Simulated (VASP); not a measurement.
**KBr (strained zincblende): one PBE single-point calculation in two programs**

```cif
data_structure
_symmetry_space_group_name_H-M 'P 1'
_symmetry_Int_Tables_number 1
_cell_length_a 5.0904
_cell_length_b 5.0904
_cell_length_c 4.9615
_cell_angle_alpha 60.834
_cell_angle_beta 60.834
_cell_angle_gamma 58.332
_cell_volume 90.79
loop_
_atom_site_label
_atom_site_type_symbol
_atom_site_fract_x
_atom_site_fract_y
_atom_site_fract_z
_atom_site_occupancy
K1 K 0.00000 0.00000 0.00000 1
Br1 Br 0.25000 0.25000 0.25000 1
```

The two codes use different PAW datasets and cutoffs. VASP's cell holds 16 valence electrons and Ansatz's 16. Ansatz's stress includes a Pulay correction; VASP's doesn't.

Cutoffs: 520 eV in VASP, 420 eV in Ansatz. k meshes: 6×6×6 and 6×6×6.

```json
{"": "gap between bands v and c", "VASP": "4.42 eV", "Ansatz": "4.42 eV"}
{"": "least direct gap", "VASP": "4.48 eV", "Ansatz": "4.48 eV"}
{"": "pressure", "VASP": "1.6 GPa", "Ansatz": "1.5 GPa"}
```

Band v is the last that the valence electrons fill when counted band by band, and c is the next. Levels in eV from the top of v, Ansatz:

```csv
point,v−1,v,c,c+1
Γ,-0.05,-0.05,4.42,8.56
X,0.00,0.00,6.07,7.27
K,-0.19,-0.05,6.39,7.30
L,-0.06,-0.01,6.77,7.24
W,-0.26,-0.04,6.40,7.29
```

VASP:

| point | v−1 | v | c | c+1 |
| --- | --- | --- | --- | --- |
| Γ | -0.05 | -0.05 | 4.42 | 8.56 |
| X | 0.00 | 0.00 | 6.07 | 7.27 |
| K | -0.19 | -0.05 | 6.39 | 7.30 |
| L | -0.06 | -0.01 | 6.77 | 7.24 |
| W | -0.26 | -0.04 | 6.40 | 7.29 |
